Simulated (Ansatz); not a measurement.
# InSe: symmetry broken, then relaxed

All numbers below come from Ansatz 0.2.0, DFT PBE+D3(BJ), scalar-relativistic, plane waves, PAW. The runs took a 420 eV cutoff, a Γ-centred 6×6×2 mesh and Gaussian smearing (0.03 eV). No spin polarisation. Energies are free energies at this smearing, counted from the undisturbed cell; pressure is positive in compression.

Reference structure (relaxed at this level):

```
CELL_PARAMETERS angstrom
4.03177 0.00000 0.00000
-2.01589 3.49162 0.00000
0.00000 0.00000 16.76237
ATOMIC_POSITIONS crystal
In 0.33333 0.66667 0.16666
In 0.66667 0.33333 0.66666
In 0.33333 0.66667 0.33334
In 0.66667 0.33333 0.83334
Se 0.33333 0.66667 0.58987
Se 0.66667 0.33333 0.08987
Se 0.33333 0.66667 0.91013
Se 0.66667 0.33333 0.41013
```

The atoms are displaced (Å, in the unstrained cell):

```csv
atom,ux,uy,uz
In1,0.060,0.054,-0.048
In2,0.060,0.054,-0.048
In3,0.060,0.054,-0.048
In4,0.060,0.054,-0.048
Se5,0.060,0.054,-0.048
Se6,-0.417,-0.379,0.337
Se7,0.060,0.054,-0.048
Se8,0.060,0.054,-0.048
```

Cell and atoms are then relaxed.

Q: Does the relaxation return to the undisturbed structure?

A: Yes (up to a choice of domain or origin): same space group and volume, and an energy 0.0 meV/atom from it. The disturbance itself cost 251.1 meV/atom. The final space group reads P6_3/mmc (tolerance 0.05 Å) and the volume changes by 0.11 %.

Final structure:

```xyz
8
Lattice="4.0340 -0.0012 0.0000 -2.0181 3.4953 0.0004 -0.0002 0.0016 16.7570" Properties=species:S:1:pos:R:3 pbc="T T T"
In   -0.0046    2.3275    2.7926
In    2.0203    1.1679   11.1714
In   -0.0046    2.3277    5.5860
In    2.0206    1.1681   13.9649
Se    0.0032    2.3337    9.8862
Se    2.0120    1.1625    1.5067
Se    0.0034    2.3334   15.2503
Se    2.0127    1.1620    6.8711
```

The relaxation, step by step (energy from the first step; small jumps at an unchanged geometry come where the plane waves are selected anew for the new cell):

| step | ΔE (meV/atom) | largest force component (eV/Å) | pressure (GPa) |
| --- | --- | --- | --- |
| 1 | 0.0 | 5.324 | 4.76 |
| 2 | -192.9 | 1.420 | 0.93 |
| 3 | -242.9 | 0.467 | 0.00 |
| 4 | -250.6 | 0.029 | 0.08 |
| 5 | -251.0 | 0.006 | 0.00 |
| 6 | -251.1 | 0.010 | -0.03 |
| 7 | -251.1 | 0.005 | -0.01 |
| 8 | -251.1 | 0.005 | -0.02 |

Cost: 3 runs of about 10 core-minutes in all, on Intel Xeon Platinum 8488C (Sapphire Rapids) (shared hosts).